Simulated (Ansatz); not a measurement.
## Structure relaxation of InAs2

The calculation used Ansatz 0.2.0, DFT PBE, scalar-relativistic, plane waves, PAW. Cutoff 420 eV, Γ-centred k mesh, Gaussian smearing, no spin polarisation in the final step.

The start puts InAs2 on the cadmium chloride structure type (R-3m, No. 166), with In in place of Cd, As in place of Cl, at a guessed volume.

```
In As
1.0
     1.86702    1.07792    5.63887
    -1.86702    1.07792    5.63887
     0.00000   -2.15584    5.63887
In As
1 2
Direct
  0.00000 0.00000 0.00000
  0.75000 0.75000 0.75000
  0.25000 0.25000 0.25000
```

Cell and atoms relax at zero pressure; the relaxation can't lower the symmetry of the start. After a coarse first stage the cell is made exact in the group found at 0.06 Å.

Formation energies are uncorrected and refer to the elements' standard structures at the same level.

Question: Which crystal results?

Answer: It keeps R-3m (No. 166), but not the shape of the type it started on. Conventional cell: a = 3.625 Å, c = 20.214 Å. In has 6 As at 3.38 Å, 6 In at 3.62 Å and 2 As at 4.09 Å; As has 3 As at 2.54 Å.

```xyz
3
Lattice="1.8123 1.0463 6.7380 -1.8123 1.0463 6.7380 0.0000 -2.0927 6.7380" Properties=species:S:1:pos:R:3 pbc="T T T"
In    0.0000    0.0000    0.0000
As    0.0000    0.0000   16.1252
As    0.0000    0.0000    4.0890
```

Question: What are its volume, energy, density and gap?

Answer: The volume per atom is 25.55 Å³ and the density is 5.73 g/cm³. The energy over the elements is 0.08 eV/atom. The gap on the 12×12×12 mesh is 0 eV (a metal).

The final run used a 12×12×12 mesh on its 3-atom cell and 0.10 eV smearing. The k mesh leaves about 4 meV/atom of noise in metals. Symmetry constrained the relaxation, so the result can be a saddle point.

Cost: 3 runs of about 5.1 core-minutes in all, on Intel Xeon Platinum 8259CL (Skylake/Cascade Lake) (shared hosts).